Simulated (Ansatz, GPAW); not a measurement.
# Screening of a field by CdSe (10-10), 4 units

Aim: the dipole that a field along the normal induces in CdSe (10-10), 4 units.

Main program and level: GPAW 26.7.0 and Ansatz 0.2.0; Ansatz plane waves; layer without images along its normal, relaxation of atoms and in-plane cell, in the first sound run; inputs show where later runs differ.

This is a report of a sequence of runs, with most program output left out.

## 1. The structure

The cell holds 16 atoms: 8 Cd and 8 Se. Cell: a = 4.300 Å, b = 7.010 Å, c = 26.413 Å, α = 90.0°, β = 90.0°, γ = 90.0°. It derives from CdSe (wurtzite CdSe). Vacuum lies along c.

## 2. Relaxation

Forces are removed first; all later runs use this geometry.

The input, input.yaml:

```yaml
crystal:
  lattice:
    - [4.3, 0.0, 0.0]
    - [0.0, 7.01, 0.0]
    - [0.0, 0.0, 26.4130307876]
  atoms:
    - { symbol: Cd, position: [0.0, 0.0, 0.2650207035] }
    - { symbol: Se, position: [0.0, 0.376, 0.2650207035] }
    - { symbol: Cd, position: [0.5, 0.5, 0.3120165628] }
    - { symbol: Se, position: [0.5, 0.876, 0.3120165628] }
    - { symbol: Cd, position: [0.5, 0.0, 0.4060082814] }
    - { symbol: Se, position: [0.5, 0.376, 0.4060082814] }
    - { symbol: Cd, position: [0.0, 0.5, 0.4530041407] }
    - { symbol: Se, position: [0.0, 0.876, 0.4530041407] }
    - { symbol: Cd, position: [0.0, 0.0, 0.5469958593] }
    - { symbol: Se, position: [0.0, 0.376, 0.5469958593] }
    - { symbol: Cd, position: [0.5, 0.5, 0.5939917186] }
    - { symbol: Se, position: [0.5, 0.876, 0.5939917186] }
    - { symbol: Cd, position: [0.5, 0.0, 0.6879834372] }
    - { symbol: Se, position: [0.5, 0.376, 0.6879834372] }
    - { symbol: Cd, position: [0.0, 0.5, 0.7349792965] }
    - { symbol: Se, position: [0.0, 0.876, 0.7349792965] }
  periodic: [true, true, false]
kpoints:
  mp_grid: { grid: [7, 4, 1] }
hamiltonian:
  xc: pbe
scf:
  occupations: { method: fermi_dirac, width: 0.05 }
relax:
  f_tol: 0.01
  max_steps: 90
  cell: {}
```

On the command line:

```bash
$ ansatz run input.yaml --threads 4 --pin off --max-ram 8192MiB --backend cpu --events-out ev --progress --plain --runs-dir out
```

Run time: 21 min. Hardware: 4 threads of Arm Neoverse N1, shared host; peak memory 5.4 GiB; 80 min of CPU time.

Relaxation path:

```tsv
step	energy less that of the first step (eV)	largest force component (eV/Å)	volume (Å³)
1	0.0000	0.7639	1465.74
2	-0.6997	0.4618	1495.14
3	-0.9652	0.2592	1513.92
4	-1.0394	0.1545	1504.89
5	-1.0636	0.0680	1502.44
6	-1.0669	0.0135	1510.55
7	-1.0673	0.0019	1508.86
8*	-1.0700	0.0019	1508.86
```

Relaxation steps marked * repeat the geometry before them on a plane-wave basis chosen anew for their cell, so energy and pressure can jump there.

The run keeps the 4 symmetry operations that it works with, so distortions that break them were not tested.

```tsv
cell as run	before	after	change
a (Å)	4.300	4.335	+0.8 %
b (Å)	7.010	7.158	+2.1 %
```

The atoms that moved most (Å, along periodic axes as changes of fractional coordinates times the final cell, across vacuum about the mean position):

```tsv
atom	dx	dy	dz	length
Cd1	0.000	0.381	0.474	0.608
Cd15	0.000	0.381	-0.474	0.608
Se16	0.000	0.085	0.407	0.416
Se2	0.000	0.085	-0.407	0.416
Cd3	0.000	-0.128	-0.275	0.303
Cd13	0.000	-0.128	0.275	0.303
Se12	0.000	-0.062	0.155	0.167
Se6	0.000	-0.062	-0.155	0.167
```

Numbers from this step:

```
free energy         : -109797.4178 eV
gap by band count   : 0.9844 eV
symmetry operations : 4
```

The relaxation lowered the energy of the cell by 1.07 eV.

## 3. Plane waves, PBE

With the geometry fixed, the planar mean of the potential gives the vacuum level on each side.

This step: GPAW, PAW setups; slab in vacuum (GPAW 26.7.0).

The cell differs from the one that the last finished run ended in (c 48.626 → 27.226 Å).

The input, run.py:

```python
import json
import numpy as np
from ase import Atoms
from gpaw import GPAW, PW

slab = Atoms(
    ['Cd', 'Se', 'Cd', 'Se', 'Cd', 'Se', 'Cd', 'Se', 'Cd', 'Se', 'Cd', 'Se', 'Cd', 'Se', 'Cd', 'Se'],
    positions=[
        [-0.00000, 0.38103, 7.88043],
        [0.00000, 2.77651, 7.00000],
        [2.16758, 3.45134, 8.37328],
        [2.16758, 6.20766, 8.58708],
        [2.16758, -0.05787, 11.14534],
        [2.16758, 2.62890, 10.97522],
        [0.00000, 3.50173, 12.27463],
        [0.00000, 6.19133, 12.41166],
        [0.00000, -0.07712, 14.95176],
        [0.00000, 2.61247, 14.81473],
        [2.16758, 3.52099, 16.08104],
        [2.16758, 6.20776, 16.25116],
        [2.16758, -0.12752, 18.85310],
        [2.16758, 2.62881, 18.63931],
        [-0.00000, 3.95988, 19.34595],
        [0.00000, 6.35536, 20.22638]],
    cell=[[4.33516, 0.0, 0.0], [0.0, 7.15771, 0.0], [0.0, 0.0, 27.2264]],
    pbc=[True, True, False])

slab.calc = GPAW(mode=PW(400), xc='PBE', kpts={'size': (7, 4, 1), 'gamma': True},
                 occupations={'name': 'fermi-dirac', 'width': 0.05}, nbands='160%',
                 convergence={'density': 1e-05}, maxiter=200,
                 poissonsolver={'dipolelayer': 'xy'},
                 symmetry={'tolerance': 1e-3}, txt='slab.txt')
result = {}
energy = slab.get_potential_energy()
fermi = slab.calc.get_fermi_level()
v = slab.calc.get_electrostatic_potential().mean((0, 1)) - fermi
n = slab.calc.get_pseudo_density().mean((0, 1))
L = slab.cell[2, 2]
z = np.arange(len(v)) * L / len(v)
low, high = slab.positions[:, 2].min(), slab.positions[:, 2].max()
below, above = np.interp([low - 4.8, high + 4.8], z, v)
slopes = [np.interp(x, z, np.gradient(v, z)) for x in (low - 4.8, high + 4.8)]
eps = np.array([[slab.calc.get_eigenvalues(k, s) for k in range(len(slab.calc.get_ibz_k_points()))]
                for s in range(slab.calc.get_number_of_spins())]) - fermi
top, bottom = eps[eps < 0].max(), eps[eps > 0].min()
dipole = slab.get_dipole_moment()[2]
print(f'energy {energy:.4f} eV, Fermi level {fermi:.4f} eV, dipole {dipole:.5f} e A')
print(f'potential 4.8 A off the faces, from the Fermi level: lower {below:.4f} eV, upper {above:.4f} eV')
print(f'slope of the potential there: lower {slopes[0]:.5f}, upper {slopes[1]:.5f} eV/A')
print(f'nearest levels on the mesh: {top:.4f} and {bottom:.4f} eV')
print('magnetic moment', round(slab.get_magnetic_moment(), 3))
result.update(energy=energy, fermi=fermi, dipole=dipole, below=below, above=above, slopes=slopes, edges=[top, bottom],
              z=z.tolist(), v=v.tolist(), n=n.tolist(), positions=slab.positions.tolist(),
              forces=slab.get_forces(apply_constraint=False).tolist(), moments=slab.get_magnetic_moments().tolist())
json.dump(result, open('result.json', 'w'))
```

On the command line:

```bash
$ OMP_NUM_THREADS=1 OPENBLAS_NUM_THREADS=1 python run.py
```

Elapsed: 17 min, on 1 thread; peak memory 0.78 GiB.

This step gave:

```yaml
dipole_along_the_normal: 3.18e-4 e·Å
levels_nearest_the_fermi_level_on_the_mesh: -0.4957, 0.4781 eV from the Fermi level
upper_work_function: 5.154 eV
lower_work_function: 5.154 eV
upper_ionisation_energy: 5.649 eV
```

The electrostatic potential energy of an electron (without an applied field's), less the Fermi level, planar mean oscillates, so the rows of the table below give means over windows of 1.89 Å about each position, cut where the curve ends. Its maxima inside the range that stand out by 2 % of the span (Å: eV): 9.8: 3.08, 11.7: -4.80, 13.6: 3.14, 15.6: -4.80, 17.4: 3.08. Its minima: 8.4: -11.9, 11.0: -9.72, 12.3: -9.90, 14.9: -9.90, 16.2: -9.72, 18.8: -11.9.

Electrostatic potential energy of an electron (without an applied field's), less the Fermi level, planar mean against z; means over each step:

z (Å), electrostatic potential energy of an electron (without an applied field's), less the Fermi level, planar mean (eV) and a bar from the least value:
```
     0.94        5.2 ##############################
     2.83        5.2 ##############################
     4.73        5.1 ##############################
     6.62       -0.4 ################
     8.51       -6.6 
    10.40       -2.1 ############
    12.29       -5.4 ###
    14.18       -1.9 ############
    16.07       -5.6 ###
    17.96       -2.1 ############
    19.85       -5.4 ###
    21.74        4.5 ############################
    23.62        5.2 ##############################
    25.52        5.2 ##############################
```

The pseudo valence density, planar mean oscillates, so the rows of the table below give means over windows of 1 Å about each position, cut where the curve ends. Its maxima inside the range that stand out by 2 % of the span (Å: e/Å³): 6.7: 0.139, 8.2: 0.707, 11.2: 0.527, 12.1: 0.512, 15.1: 0.512, 16.0: 0.527, 19.0: 0.707, 20.5: 0.139. Its minima: 6.9: 0.120, 9.7: 0.0830, 11.7: 0.406, 13.6: 0.0815, 15.6: 0.406, 17.5: 0.0830, 20.3: 0.120.

The pseudo valence density, planar mean by z; means over each step:

```tsv
z (Å)	pseudo valence density, planar mean (e/Å³)
3	1.4e-5
4	2.2e-4
5	0.00400
6	0.0546
7	0.196
8	0.609
9	0.270
10	0.121
11	0.398
12	0.452
13	0.206
14	0.149
15	0.432
16	0.437
17	0.159
18	0.189
19	0.600
20	0.276
21	0.0806
22	0.00764
23	4.2e-4
24	2.6e-5
```

The layer is gapped, so the Fermi level lies somewhere inside the gap, set by smearing and numerics, and these work functions are no property of the material; the band edges below the vacuum level are. The potential is flat to 9.7e-5 eV/Å where it is read, so the vacuum is wide enough. The geometry is the other program's minimum; here the largest force on a free atom is 0.029 eV/Å.

## 4. In a field

A uniform field along the normal polarises the slab; the atoms stay fixed, so this is the electronic response alone.

run.py, as its differences from that of step 3:

```diff
@@ -4,2 +4,3 @@
 from gpaw import GPAW, PW
+from gpaw.external import ConstantElectricField
 
@@ -31,2 +32,3 @@
                  poissonsolver={'dipolelayer': 'xy'},
+                 external=ConstantElectricField(-0.2, [0, 0, 1]),
                  symmetry={'tolerance': 1e-3}, txt='slab.txt')
```

The job ended after 27 min (1 thread; peak memory 0.99 GiB).

Numbers from this step:

| Quantity | Value |
| --- | --- |
| dipole along the normal | -0.4496 e·Å |
| levels nearest the Fermi level on the mesh | -0.4334, 0.4247 eV from the Fermi level |
| potential below the slab, the applied field's own ramp left out | 3.808 eV from the Fermi level |
| potential above the slab, the applied field's own ramp left out | 6.429 eV from the Fermi level |

The electrostatic potential energy of an electron (without an applied field's), less the Fermi level, planar mean oscillates, so the rows of the table below give means over windows of 1.94 Å about each position, cut where the curve ends. Its maxima inside the range that stand out by 2 % of the span (Å: eV): 9.8: 2.39, 11.7: -5.17, 13.6: 3.10, 15.6: -4.50, 17.4: 3.70, 26.6: 6.43. Its minima: 8.4: -12.8, 11.0: -10.2, 12.3: -10.1, 14.9: -9.72, 16.2: -9.31, 18.8: -11.0.

The electrostatic potential energy of an electron (without an applied field's), less the Fermi level, planar mean by z; means over each step:

```tsv
z (Å)	electrostatic potential energy of an electron (without an applied field's), less the Fermi level, planar mean (eV)
0.97	3.93
2.91	3.81
4.85	3.70
6.79	-2.54
8.73	-6.38
10.67	-3.86
12.61	-4.03
14.55	-3.44
16.49	-3.12
18.43	-4.36
20.37	-0.618
22.31	6.28
24.25	6.43
26.19	6.36
```

Force by atom:

```tsv
atom	x (eV/Å)	y (eV/Å)	z (eV/Å)	size
Cd1	0.0000	0.0261	-0.0273	0.0378
Se2	0.0000	-0.0122	0.0682	0.0693
Cd3	0.0000	-0.0040	-0.0709	0.0710
Se4	0.0000	0.0069	0.0554	0.0558
Cd5	0.0000	0.0029	-0.0594	0.0594
Se6	0.0000	0.0032	0.0704	0.0705
Cd7	0.0000	-0.0033	-0.0632	0.0633
Se8	0.0000	0.0001	0.0583	0.0583
Cd9	0.0000	-0.0002	-0.0606	0.0606
Se10	0.0000	0.0003	0.0627	0.0627
Cd11	0.0000	-0.0020	-0.0606	0.0606
Se12	0.0000	0.0007	0.0594	0.0594
Cd13	0.0000	-0.0008	-0.0649	0.0649
Se14	0.0000	0.0115	0.0463	0.0477
Cd15	0.0000	-0.0163	-0.0347	0.0384
Se16	0.0000	-0.0129	0.0213	0.0249
```

The dipole is now -0.450 e Å, against 3.2e-4 in the run without a field.

## 5. In a field

run.py, as its differences from that of step 4:

```diff
@@ -32,3 +32,3 @@
                  poissonsolver={'dipolelayer': 'xy'},
-                 external=ConstantElectricField(-0.2, [0, 0, 1]),
+                 external=ConstantElectricField(-0.1, [0, 0, 1]),
                  symmetry={'tolerance': 1e-3}, txt='slab.txt')
```

The job ended after 23 min (1 thread; peak memory 0.99 GiB).

This step gave:

- dipole along the normal: -0.2247 e·Å
- levels nearest the Fermi level on the mesh: -0.4724, 0.4611 eV from the Fermi level
- potential below the slab, the applied field's own ramp left out: 4.486 eV from the Fermi level
- potential above the slab, the applied field's own ramp left out: 5.796 eV from the Fermi level

The electrostatic potential energy of an electron (without an applied field's), less the Fermi level, planar mean oscillates, so the rows of the table below give means over windows of 1.89 Å about each position, cut where the curve ends. Its maxima inside the range that stand out by 2 % of the span (Å: eV): 9.8: 2.74, 11.7: -4.98, 13.6: 3.13, 15.6: -4.64, 17.4: 3.39, 26.7: 5.80. Its minima: 8.4: -12.3, 11.0: -9.97, 12.3: -10.0, 14.9: -9.80, 16.2: -9.51, 18.8: -11.4.

The electrostatic potential energy of an electron (without an applied field's), less the Fermi level, planar mean by z; means over each step:

z (Å), electrostatic potential energy of an electron (without an applied field's), less the Fermi level, planar mean (eV) and a bar from the least value:
```
     0.94        4.6 ###########################
     2.83        4.5 ###########################
     4.73        4.4 ###########################
     6.62       -1.0 ##############
     8.51       -7.1 
    10.40       -2.4 ###########
    12.29       -5.5 ####
    14.18       -1.8 ############
    16.07       -5.4 ####
    17.96       -1.7 #############
    19.85       -4.8 #####
    21.74        5.1 ############################
    23.62        5.8 ##############################
    25.52        5.8 ##############################
```

The dipole is now -0.225 e Å, against 3.2e-4 in the run without a field.

## 6. Field on

run.py, as its differences from that of step 5:

```diff
@@ -32,3 +32,3 @@
                  poissonsolver={'dipolelayer': 'xy'},
-                 external=ConstantElectricField(-0.1, [0, 0, 1]),
+                 external=ConstantElectricField(-0.05, [0, 0, 1]),
                  symmetry={'tolerance': 1e-3}, txt='slab.txt')
```

Wall time 20 min (1 thread); peak memory 0.99 GiB.

## 7. Field on

run.py, as its differences from that of step 6:

```diff
@@ -32,3 +32,3 @@
                  poissonsolver={'dipolelayer': 'xy'},
-                 external=ConstantElectricField(-0.05, [0, 0, 1]),
+                 external=ConstantElectricField(0.05, [0, 0, 1]),
                  symmetry={'tolerance': 1e-3}, txt='slab.txt')
```

Elapsed: 20 min, on 1 thread; peak memory 0.99 GiB.

## 8. Field on

run.py, as its differences from that of step 7:

```diff
@@ -32,3 +32,3 @@
                  poissonsolver={'dipolelayer': 'xy'},
-                 external=ConstantElectricField(0.05, [0, 0, 1]),
+                 external=ConstantElectricField(0.1, [0, 0, 1]),
                  symmetry={'tolerance': 1e-3}, txt='slab.txt')
```

It took 23 min on 1 thread; peak memory 0.99 GiB.

The dipole is now 0.225 e Å, against 3.2e-4 in the run without a field.

## 9. In a field

run.py, as its differences from that of step 8:

```diff
@@ -32,3 +32,3 @@
                  poissonsolver={'dipolelayer': 'xy'},
-                 external=ConstantElectricField(0.1, [0, 0, 1]),
+                 external=ConstantElectricField(0.2, [0, 0, 1]),
                  symmetry={'tolerance': 1e-3}, txt='slab.txt')
```

It took 27 min on 1 thread; peak memory 0.99 GiB.

The electrostatic potential energy of an electron (without an applied field's), less the Fermi level, planar mean oscillates, so the rows of the table below give means over windows of 1.94 Å about each position, cut where the curve ends. Its maxima inside the range that stand out by 2 % of the span (Å: eV): 0.6: 6.43, 9.8: 3.70, 11.7: -4.50, 13.6: 3.10, 15.6: -5.17, 17.4: 2.39. Its minima: 8.4: -11.0, 11.0: -9.31, 12.3: -9.72, 14.9: -10.1, 16.2: -10.2, 18.8: -12.8.

Table of electrostatic potential energy of an electron (without an applied field's), less the Fermi level, planar mean by z; means over each step:

```tsv
z (Å)	electrostatic potential energy of an electron (without an applied field's), less the Fermi level, planar mean (eV)
0.97	6.30
2.91	6.43
4.85	6.31
6.79	-0.205
8.73	-4.71
10.67	-2.83
12.61	-3.70
14.55	-3.75
16.49	-4.12
18.43	-6.01
20.37	-2.93
22.31	3.68
24.25	3.81
26.19	3.87
```

The dipole is now 0.450 e Å, against 3.2e-4 in the run without a field.

## 10. Field on

run.py, as its differences from that of step 9:

```diff
@@ -32,3 +32,3 @@
                  poissonsolver={'dipolelayer': 'xy'},
-                 external=ConstantElectricField(0.2, [0, 0, 1]),
+                 external=ConstantElectricField(0.3, [0, 0, 1]),
                  symmetry={'tolerance': 1e-3}, txt='slab.txt')
```

It took 35 min on 1 thread; peak memory 0.99 GiB.

The dipole is now 0.675 e Å, against 3.2e-4 in the run without a field.

## 11. The series

The members are put on one axis.

This step: induced dipole against applied field (GPAW 26.7.0).

Table of dipole along the normal by field:

```tsv
field (V/Å)	dipole along the normal (e·Å)
-0.200	-0.450
-0.100	-0.225
-0.050	-0.112
0.000	3.2e-4
0.050	0.112
0.100	0.225
0.200	0.450
0.300	0.675
```

## 12. A changed run

One more run, with changed settings.

This step: GPAW, PAW setups; slab in vacuum (GPAW 26.7.0).

run.py, as its differences from that of step 10:

```diff
@@ -4,3 +4,2 @@
 from gpaw import GPAW, PW
-from gpaw.external import ConstantElectricField
 
@@ -28,7 +27,6 @@
 
-slab.calc = GPAW(mode=PW(400), xc='PBE', kpts={'size': (7, 4, 1), 'gamma': True},
+slab.calc = GPAW(mode=PW(140), xc='PBE', kpts={'size': (7, 4, 1), 'gamma': True},
                  occupations={'name': 'fermi-dirac', 'width': 0.05}, nbands='160%',
-                 convergence={'density': 1e-05}, maxiter=200,
+                 convergence={'density': 1e-05}, maxiter=50,
                  poissonsolver={'dipolelayer': 'xy'},
-                 external=ConstantElectricField(0.3, [0, 0, 1]),
                  symmetry={'tolerance': 1e-3}, txt='slab.txt')
```

Elapsed: 3.5 min, on 1 thread; peak memory 0.27 GiB.

The run finished. A setting was moved off its sound value on purpose, so it serves as a test and not as the result.

The fault put into the input: a cutoff far too low (ecut = 140).

## 13. Summary of results

| Property | Result |
| --- | --- |
| work function, both faces (Fermi level placed in the gap by the smearing) | 5.15 eV |
| ionisation energy from the upper face (highest filled level on the mesh) | 5.65 eV |
| electron affinity from the upper face (lowest empty Kohn-Sham level on the mesh) | 4.68 eV |
| dipole along the normal | 3.2e-4 e Å, near the numerical noise |
| induced dipole per field | 2.25 e Å per V/Å |
| out-of-plane polarisability per area, α/(ε0 A) | 13.1 Å |

In words: The field induces 2.25 e Å per V/Å, a polarisable thickness α/(ε0 A) of 13.1 Å beside 13.2 Å between the outermost nuclei. A perfect conductor would give the distance between its two image planes; a dielectric of thickness t gives t(1 - 1/ε). The levels nearest the Fermi level on the mesh lie 0.974 eV apart, so the slab is gapped there: the smearing puts the Fermi level inside the gap, and from either face the ionisation energy is the work function plus 0.50 eV. Both are Kohn-Sham levels on the mesh, and semilocal gaps are too small, so the affinity tends to come out too large and the ionisation energy too small. The induced dipole is linear in the field over this range. The small printed dipole stands for a step of -1.9 meV from the lower to the upper face, and the probes find -0.16 meV; values this small are near the numerical noise of both. The layer's cell and atoms come from the relaxation; spin-orbit coupling and temperature are left out.

[Logs are printed without paths, hosts, clocks, repeated set-up lines and the standing remarks that a program may print on its own settings, such as how far it seeks lower states.]

[Hosts, paths, dates, database ids (printed as entryN), source tags and the programs' standing remarks are cut or masked in the printed files.]
